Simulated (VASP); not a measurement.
# ZnCu (Pm-3m) in VASP: notebook

One crystal, ZnCu, is run at these levels: r2SCAN; tasks: single point.

Program: VASP 6.6.1. These are calculated values, not measurements. Logs are shortened: lines on timing, memory, paths and dates and some standing lists are left out, and cuts for length are marked.

**1. The structure**

It takes space group Pm-3m (No. 221, cubic). Conventional cell: a = 2.945 Å, b = 2.945 Å, c = 2.945 Å, α = 90.00°, β = 90.00°, γ = 90.00°. Around Zn (site symmetry m-3m) lie 8 Cu at 2.55 Å. Cu (site symmetry m-3m) has 8 Zn at 2.55 Å as nearest neighbours.

**2. Single point, r2SCAN**

INCAR

```
SYSTEM = ZnCu
PREC     = Normal         ! precision mode
ENCUT    = 400            ! plane-wave cutoff, eV
EDIFF    = 1E-6           ! SCF threshold, eV
ISMEAR   = -1             ! smearing method
SIGMA    = 0.1            ! smearing width, eV
LREAL    = .FALSE.        ! projectors in reciprocal space
LASPH    = .TRUE.         ! aspherical terms in the spheres
NELM     = 100            ! most SCF steps
ALGO     = Normal         ! electronic algorithm
ISIF     = 2              ! what is computed and relaxed
LWAVE    = .FALSE.        ! write WAVECAR
LCHARG   = .FALSE.        ! write CHGCAR
METAGGA  = R2SCAN         ! meta-GGA
LMIXTAU  = .TRUE.       
ADDGRID  = .FALSE.
```

KPOINTS

```
regular mesh
0
G
  8 8 8
  0 0 0
```

POSCAR

```
ZnCu
1.0
    2.9450000000      0.0000000000      0.0000000000
    0.0000000000      2.9450000000      0.0000000000
    0.0000000000      0.0000000000      2.9450000000
Zn Cu
1 1
Direct
    0.5000000000      0.5000000000      0.5000000000
    0.0000000000      0.0000000000      0.0000000000
```

Potentials or basis: VASP PAW PBE potentials, release 64 (Zn, Cu).

On the command line:

```
$ cat potpaw_PBE.64/Zn/POTCAR potpaw_PBE.64/Cu/POTCAR > POTCAR
$ mpirun -np 1 vasp_std > vasp.out
```

OUTCAR:

```text
SYSTEM = ZnCu
   PREC = Normal
   ENCUT = 400
   EDIFF = 1E-6
   ISMEAR = -1
   LREAL = .FALSE.
   LASPH = .TRUE.
   NELM = 100
   ISIF = 2
   METAGGA = R2SCAN

 Found     35 irreducible k-points:

 Following reciprocal coordinates:
            Coordinates               Weight
  0.000000  0.000000  0.000000      1.000000
  0.125000  0.000000  0.000000      6.000000
  0.250000  0.000000  0.000000      6.000000
  0.375000  0.000000  0.000000      6.000000
  0.500000  0.000000  0.000000      3.000000
  0.125000  0.125000  0.000000     12.000000
   k-points           NKPTS =     35   k-points in BZ     NKDIM =     35   number of bands    NBANDS=     15
   number of dos      NEDOS =    301   number of ions     NIONS =      2
   total plane-waves  NPLWV =   2744
   dimension x,y,z NGX =    14 NGY =   14 NGZ =   14
   dimension x,y,z NGXF=    28 NGYF=   28 NGZF=   28
   ions per type =               1   1
   NGX,Y,Z   is equivalent  to a cutoff of   7.90,  7.90,  7.90 a.u.
   NGXF,Y,Z  is equivalent  to a cutoff of  15.81, 15.81, 15.81 a.u.
 SYSTEM =  ZnCu
   PREC   = normal    normal or accurate (medium, high low for compatibility)
   ISTART =      0    job   : 0-new  1-cont  2-samecut
   ICHARG =      2    charge: 1-file 2-atom 10-const
   ISPIN  =      1    spin polarized calculation?
   LNONCOLLINEAR =      F non collinear calculations
   LSORBIT =      F    spin-orbit coupling
   LASPH  =      T    aspherical Exc in radial PAW
   ENCUT  =  400.0 eV  29.40 Ry    5.42 a.u.   4.80  4.80  4.80*2*pi/ulx,y,z
   NELM   =    100;   NELMIN=  2; NELMDL= -5     # of ELM steps
   EDIFF  = 0.1E-05   stopping-criterion for ELM
   LREAL  =      F    real-space projection
   EDIFFG = 0.1E-04   stopping-criterion for IOM
   NSW    =      0    number of steps for IOM
   IBRION =     -1    ionic relax: 0-MD 1-quasi-New 2-CG
   NFREE  =      0    steps in history (QN), initial steepest desc. (CG)
   ISIF   =      2    stress and relaxation
   ISYM   =      2    0-nonsym 1-usesym 2-fastsym
   POTIM  = 0.5000    time-step for ionic-motion
   TEBEG  =    0.0;   TEEND  =   0.0 temperature during run
   PSTRESS=    0.0 pullay stress
   NELECT =      23.0000    total number of electrons
   NUPDOWN=      -1.0000    fix difference up-down
   EMIN   =  10.00;   EMAX   =-10.00  energy-range for DOS
   EFERMI =   0.00;   METHOD = LEGACY
   ISMEAR =    -1;   SIGMA  =   0.10  broadening in eV -4-tet -1-fermi 0-gaus
   EFERMI_NEDOS =   21; number of points for ismear=-14 and -15
   IALGO  =     38    algorithm
   IMIX   =      4    mixing-type and parameters
     AMIX     =   0.40;   BMIX     =  1.00
     AMIX_MAG =   1.60;   BMIX_MAG =  1.00
  volume/ion in A,a.u.               =      12.77        86.18
  Fermi-wavevector in a.u.,A,eV,Ry     =   1.580880  2.987429 34.003415  2.499180
  Thomas-Fermi vector in A             =   2.681040
   LORBIT       =      0    0 simple, 1 ext, 2 COOP (PROOUT), +10 PAW based schemes
   METAGGA = R2SCAN    functional components
   LHFCALC =     F    Hartree Fock is set to
   AEXX    =    0.0000 exact exchange contribution
   IVDW    =     0    specifies the selected vdW correction
   LEPSILON=     F    determine dielectric tensor
   LRPA    =     F    only Hartree local field effects (RPA)
 non-spin polarized calculation
  energy-cutoff  :      400.00
  volume of cell :       25.54
 maximum number of plane-waves:       480
   NGX =  9   NGY =  9   NGZ =  9

 number of electron      22.9999855 magnetization

 Free energy of the ion-electron system (eV)
  ---------------------------------------------------
  ext. energy  EPLUGINS =         0.00000000
  ---------------------------------------------------
  free energy    TOTEN  =       -19.94316848 eV

  energy without entropy =      -19.92433351  energy(sigma->0) =      -19.93375099

 E-fermi :   5.1560     XC(G=0): -13.5225

 val. band max:        5.0028215191   @ k =   0.3750   0.2500   0.1250
 cond. band min:       5.1983323549   @ k =   0.3750   0.3750   0.1250
 fundamental gap:      0.1955108358
 Fermi energy:         5.1560027111

 k-point     1 :       0.0000    0.0000    0.0000
  band No.  band energies     occupation
      1      -5.3876      2.00000
      2      -2.7927      2.00000
      3      -2.7927      2.00000
      4      -2.0570      2.00000
      5      -2.0570      2.00000
      6      -2.0570      2.00000
      7       1.6487      2.00000
      8       1.6487      2.00000
      9       2.5391      2.00000
     10       2.5391      2.00000
     11       2.5391      2.00000
     12      11.9937      0.00000
     13      11.9937      0.00000
     14      11.9937      0.00000
     15      16.8921      0.00000

 k-point     2 :       0.1250    0.0000    0.0000
  band No.  band energies     occupation
      1      -5.0937      2.00000
      2      -2.7598      2.00000
      3      -2.7314      2.00000
      4      -2.0822      2.00000
      5      -2.0822      2.00000
      6      -2.0451      2.00000
      7       1.6336      2.00000
      8       1.6717      2.00000
      9       2.4473      2.00000
     10       2.4473      2.00000
     11       2.5289      2.00000
     12       9.6935      0.00000
     13      12.4341      0.00000
     14      12.4341      0.00000
     15      17.0533      0.00000

 k-point     3 :       0.2500    0.0000    0.0000
  band No.  band energies     occupation
      1      -4.2508      2.00000
      2      -2.6787      2.00000
      3      -2.5532      2.00000
      4      -2.1425      2.00000
      5      -2.1425      2.00000
      6      -2.0162      2.00000
      7       1.5954      2.00000
      8       1.6620      2.00000
      9       2.2419      2.00000
     10       2.2419      2.00000
     11       2.5039      2.00000
     12       6.4225      0.00001
     13      13.6774      0.00000
     14      13.6774      0.00000
     15      17.5489      0.00000

 k-point     4 :       0.3750    0.0000    0.0000
  band No.  band energies     occupation
      1      -3.1710      2.00000
      2      -2.5952      2.00000
      3      -2.2021      2.00000
      4      -2.2021      2.00000
      5      -2.0849      2.00000
      6      -1.9867      2.00000
      7       1.1974      2.00000
      8       1.5552      2.00000
      9       2.0555      2.00000
     10       2.0555      2.00000
     11       2.4788      2.00000
     12       3.9904      1.99998
     13      15.5663      0.00000
     14      15.5663      0.00000
     15      18.3934      0.00000

 k-point     5 :       0.5000    0.0000    0.0000
  band No.  band energies     occupation
      1      -2.8166      2.00000
      2      -2.5596      2.00000
      3      -2.2268      2.00000
      4      -2.2268      2.00000
      5      -1.9744      2.00000
      6      -1.0011      2.00000
      7       0.0258      2.00000
      8       1.5380      2.00000
      9       1.9827      2.00000
     10       1.9827      2.00000
     11       2.4683      2.00000
     12       3.2876      2.00000
     13      17.7072      0.00000
     14      17.7072      0.00000
     15      18.2958      0.00000

 k-point     6 :       0.1250    0.1250    0.0000
  band No.  band energies     occupation
      1      -4.8052      2.00000
      2      -2.7178      2.00000
      3      -2.6825      2.00000
      4      -2.1074      2.00000
      5      -2.0941      2.00000
      6      -2.0543      2.00000
      7       1.6442      2.00000
      8       1.6859      2.00000
      9       2.3506      2.00000
     10       2.3876      2.00000
     11       2.5117      2.00000
     12       9.8311      0.00000
     13      10.3197      0.00000
     14      12.8539      0.00000
     15      17.5773      0.00000

 [... further k-points ...]

------------------------ aborting loop because EDIFF is reached ----------------------------------------

  FORCE on cell =-STRESS in cart. coord.  units (eV):
  Direction    XX          YY          ZZ          XY          YZ          ZX
  --------------------------------------------------------------------------------------
  -------------------------------------------------------------------------------------
  Total       -0.6267319     -0.6267319     -0.6267319      0.0000000      0.0000000     -0.0000000
  in kB      -39.3130271    -39.3130271    -39.3130271      0.0000000      0.0000000     -0.0000000
  external PRESSURE =     -39.3130271 kB  Pullay stress =       0.0000000 kB

 VOLUME and BASIS-vectors are now :
 -----------------------------------------------------------------------------
  energy-cutoff  :      400.00
  volume of cell :       25.54
      direct lattice vectors                 reciprocal lattice vectors
     2.945000000  0.000000000  0.000000000     0.339558574  0.000000000  0.000000000
     0.000000000  2.945000000  0.000000000     0.000000000  0.339558574  0.000000000
     0.000000000  0.000000000  2.945000000     0.000000000  0.000000000  0.339558574

 POSITION                                       TOTAL-FORCE (eV/Angst)
 -----------------------------------------------------------------------------------
      1.47250      1.47250      1.47250         0.000000      0.000000      0.000000
      0.00000      0.00000      0.00000         0.000000      0.000000      0.000000
 -----------------------------------------------------------------------------------
    total drift:                                0.000000     -0.000000     -0.000000

  FREE ENERGIE OF THE ION-ELECTRON SYSTEM (eV)
  ---------------------------------------------------
  free  energy   TOTEN  =       -19.9431684801 eV

  energy  without entropy=      -19.9243335057  energy(sigma->0) =      -19.93375099
```

It took 17 s on 1 thread of Intel Xeon Platinum 8259CL at 2.50GHz (Skylake/Cascade Lake), shared host; peak memory 0.12 GiB.

The run converged, but some of its settings lie outside the range that counts as converged, so its numbers aren't taken as properties of the crystal.

Results:

```
Free energy            : -19.9432 eV
Pressure               : -3.9 GPa
Band gap on the k mesh : none (metal or under the smearing width)
```

Caveat: the PAW data sets were made with another functional, which shifts forces and pressure a little.

**3. Single point, r2SCAN**

INCAR is that of step 2.

KPOINTS is that of step 2.

POSCAR

```
ZnCu
1.0
    2.9450000000      0.0000000000      0.0000000000
    0.0000000000      2.9450000000      0.0000000000
    0.0000000000      0.0000000000      2.9450000000
Zn Cu
1 1
Direct
    0.5128410000      0.4877280000      0.4845920000
   -0.0040920000      0.0326400000      0.0060300000
```

Potentials or basis: VASP PAW PBE potentials, release 64 (Zn, Cu).

On the command line:

```
$ cat potpaw_PBE.64/Zn/POTCAR potpaw_PBE.64/Cu/POTCAR > POTCAR
$ mpirun -np 1 vasp_std > vasp.out
```

It took 62 s on 1 thread of Intel Xeon Platinum 8259CL at 2.50GHz (Skylake/Cascade Lake), shared host; peak memory 0.18 GiB.

The run converged, but some of its settings lie outside the range that counts as converged, so its numbers aren't taken as properties of the crystal.

What came out:

```yaml
Free_energy: -19.8899 eV
Pressure: -1.7 GPa
Largest_force: 0.691 eV/Å
Band_gap_on_the_k_mesh: none (metal or under the smearing width)
```

Caveat: the PAW data sets were made with another functional, which shifts forces and pressure a little.

**4. The reference run**

An earlier run on the cell as given: functional PBE; potentials or basis VASP PAW PBE potentials, release 64 (Zn, Cu); cutoff 520 eV; k mesh 9 × 9 × 9; occupations fermi-dirac, width 0.05 eV; no spin polarisation.

* Pressure: 3.1 GPa
* Band gap on the k mesh: none (metal or under the smearing width)
